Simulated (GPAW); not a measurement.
Input of a GPAW 26.7.0 run:

run.py

```python
import numpy as np
from ase.dft.bandgap import bandgap
from ase.io import read, write
from ase.units import GPa
from gpaw import GPAW, PW
from gpaw.spinorbit import soc_eigenstates

atoms = read('GaN.xyz')

calc = GPAW(mode=PW(800),
            xc='MGGA_X_R2SCAN+MGGA_C_R2SCAN',
            kpts={'size': (10, 10, 10), 'gamma': True},
            occupations={'name': 'fermi-dirac', 'width': 0.05},
            nbands=11,
            convergence={'density': 1e-05, 'energy': 1e-05},
            maxiter=150,
            txt='gpaw.txt')
atoms.calc = calc
energy = atoms.get_potential_energy()
forces = atoms.get_forces()
stress = atoms.get_stress()
calc.write('gs.gpw')
write('result.traj', atoms)
print(f'Energy: {energy:.6f} eV')
print('Forces (eV/A):')
print(forces.round(4))
print('Stress (GPa):', (stress / GPa).round(3))
print('Fermi level:', round(calc.get_fermi_level(), 4), 'eV')
print(f'Gap: {bandgap(calc)[0]:.4f} eV, direct: {bandgap(calc, direct=True)[0]:.4f} eV')

path = atoms.cell.bandpath('GXWKGLUWLK,UX', npoints=60, eps=1e-4)
bs_calc = calc.fixed_density(kpts=path, symmetry='off', nbands=19,
                             convergence={'bands': 'CBM+6.0', 'eigenstates': 1e-6}, txt='bands.txt')
bs = bs_calc.band_structure()
bs.write('bs.json')
print(f'Gap on the path: {bandgap(bs_calc)[0]:.4f} eV')

soc = soc_eigenstates(bs_calc, theta=90, phi=45, ignore_xc_potential=True)
np.savetxt('soc_bands.dat', soc.eigenvalues(), fmt='%.4f')
mesh = soc_eigenstates('gs.gpw', theta=90, phi=45, ignore_xc_potential=True)
np.savetxt('soc_mesh.dat', mesh.eigenvalues(), fmt='%.4f')
print('Fermi level with spin-orbit coupling:', round(mesh.fermi_level, 4), 'eV')
```

The input GaN.xyz:

```xyz
2
Lattice="0.0000000000 2.2535006075 2.2535006075 2.2535006075 0.0000000000 2.2535006075 2.2535006075 2.2535006075 0.0000000000" Properties=species:S:1:pos:R:3 pbc="T T T"
Ga     0.0000000000      0.0000000000      0.0000000000
N      1.1267503038      1.1267503038      1.1267503038
```

Potentials or basis: GPAW PAW data sets (gpaw-data 1.2.1), pw.

Run with:

```console
$ OMP_NUM_THREADS=1 python run.py
```

Problem. What does it give for the pressure?

Solution. 4.5 GPa.

Problem. Predict the band gap on the k mesh.

Solution. 2.29 eV, direct.

Problem. What does it give for the band gap along the path?

Solution. 2.29 eV, direct.

Levels at the corners of the path, in eV from the valence-band top:
```csv
point,band 6,band 7,band 8,band 9,band 10,band 11
Γ,0.00,0.00,0.00,2.29,2.29,10.87
X,-2.76,-2.71,-2.71,3.82,3.82,7.34
W,-3.85,-3.65,-3.60,6.80,6.81,9.27
K,-4.32,-2.21,-2.20,5.54,5.54,8.67
Γ,0.00,0.00,0.00,2.29,2.29,10.87
L,-1.00,-0.97,-0.97,5.30,5.30,9.55
U,-4.32,-2.21,-2.20,5.54,5.54,8.67
W,-3.85,-3.65,-3.60,6.80,6.81,9.27
L,-1.00,-0.97,-0.97,5.30,5.30,9.55
K,-4.32,-2.21,-2.20,5.54,5.54,8.67
U,-4.32,-2.21,-2.20,5.54,5.54,8.67
X,-2.76,-2.71,-2.71,3.82,3.82,7.34
```

Caveat: spin-orbit coupling was added after a scalar SCF, so levels and gaps hold it while energy, forces, pressure and moments don't; this program's spin-orbit splittings come out too wide for heavy elements; the PAW data sets were made with another functional, which shifts forces and pressure a little.

**Experimental background.**

From a printed reference work, textbook, for a bulk crystal of GaN at 0 K: band gap 3.299 eV (direct).

Measured gap of GaN: 3.299 eV (direct; 0 K; a printed reference work, textbook). This calculation gives 2.29 eV (-1.01 eV). The value is that of r2SCAN, without temperature or zero-point motion. The cell is a database's relaxed one, not the measured one, which moves gaps too.
